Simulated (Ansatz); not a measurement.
## Sb: equation of state with PBEsol

The system is Sb.

```
CELL_PARAMETERS angstrom
-1.87134 1.87134 1.87134
1.87134 -1.87134 1.87134
1.87134 1.87134 -1.87134
ATOMIC_POSITIONS crystal
Sb 0.00000 0.00000 0.00000
```

This isn't the form of Sb at room conditions, which is rhombohedral.

```yaml
Program: Ansatz 0.2.0
Task: equation of state
Functional: PBEsol
Potentials_or_basis: all-electron LAPW, scalar-relativistic
Basis_error_allowed: 0.0005 eV/atom
k_mesh: 10 × 10 × 10
Occupations: fermi-dirac, width 0.05 eV
Spin: no spin polarisation
```

```json
{"Equilibrium volume": "26.21 Å³/atom", "Bulk modulus": "67 GPa", "Pressure derivative of the bulk modulus": "4.1"}
```

Energy against volume, from the lowest point:
```csv
volume (Å³/atom),energy (meV/atom)
24.640,22.05
25.165,9.46
25.689,2.28
26.213,0.00
26.737,2.14
27.262,8.25
27.786,17.96
```

All runs of the series together: 24 s on 1 thread of Arm Neoverse V2 (shared host).

Spin-orbit coupling is left out, which matters for the levels of Sb.
